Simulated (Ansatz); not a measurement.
HgS in the zincblende structure, relaxed with r2SCAN, was run in Ansatz 0.2.0 under altered settings. All numbers are computed, without spin polarisation but where a row says otherwise.

```
CELL_PARAMETERS angstrom
0.00000 2.96519 2.96519
2.96519 0.00000 2.96519
2.96519 2.96519 0.00000
ATOMIC_POSITIONS crystal
Hg 0.00000 0.00000 0.00000
S 0.25000 0.25000 0.25000
```

The base run's other keys:
```yaml
kpoints:
  mp_grid: { grid: [4, 4, 4] }
hamiltonian:
  xc: hse06
scf:
  occupations: { method: fermi_dirac, width: 0.02 }
  n_extra_bands: 4
```

It takes 15 iterations with 965 plane waves at 420 eV and 8 k points, and leaves a mean stress of -0.08 GPa. The gap over this mesh is 0.391 eV. It ran on 4 threads of Arm Neoverse N1, on a shared host.

Outcomes, with energy and stress as changes against the base:

| setting | outcome | ΔF (meV/atom) | Δ mean stress (GPa) | gap on the mesh (eV) | iterations | wall time |
| --- | --- | --- | --- | --- | --- | --- |
| PBE hybrid, exx coeff 0.15, omega 0.1 1/Å | converged | – | +0.6 | 0.177 | 22 | 10 s |
| PBE hybrid, exx coeff 0.75, omega 0.5 1/Å | converged | – | -1.2 | 1.004 | 21 | 12 s |
| scf.exx.ecutfock_ratio: 2 | converged | 0.0 | 0.0 | 0.391 | 15 | 9.4 s |
| PBE hybrid, exx coeff 0.4, unscreened | converged | – | -1.2 | 2.077 | 22 | 11 s |
| basis.ecutwfc: 750 | converged | -2.8 | 0.0 | 0.391 | 16 | 23 s |

A dash marks a value that wasn't obtained or can't be compared. Stress is positive in compression. The base took 10 s.

- PBE hybrid, exx coeff 0.15, omega 0.1 1/Å. That is 15 % exact exchange, screened with ω = 0.1 1/Å, against HSE06's 25 % screened at 0.208 1/Å. The mean stress moves by +0.6 GPa and the gap on the mesh by -0.214 eV (to 0.177). Totals of different functionals aren't comparable. The program warns that on this mesh the truncation of the exchange isn't bounded, so part of the change can be an error of the mesh.
- PBE hybrid, exx coeff 0.75, omega 0.5 1/Å. That is 75 % exact exchange, screened with ω = 0.5 1/Å, against HSE06's 25 % screened at 0.208 1/Å. The mean stress moves by -1.2 GPa and the gap on the mesh by +0.613 eV (to 1.004). Totals of different functionals aren't comparable.
- PBE hybrid, exx coeff 0.4, unscreened. That is 40 % exact exchange, at all ranges, against HSE06's 25 % screened at 0.208 1/Å. The mean stress moves by -1.2 GPa and the gap on the mesh by +1.686 eV (to 2.077). Totals of different functionals aren't comparable.
- basis.ecutwfc: 750. 2421 plane waves in place of 965. The free energy moves by -2.8 meV an atom, the mean stress by 0.0 GPa and the gap on the mesh by 0.000 eV (to 0.391). The base cutoff was converged to that degree.

Within 1 meV an atom, 0.1 GPa and 0.005 eV of the base stay: scf.exx.ecutfock_ratio: 2.

Spin-orbit coupling is left out; in compounds of Pb, Bi, Tl or Hg it can lower a gap by up to about 1 eV, split its edges or invert the bands.

The stress of a hybrid is loosely converged in these runs.

The meshes of the hybrids are coarse, so their gaps aren't converged to the digits shown.
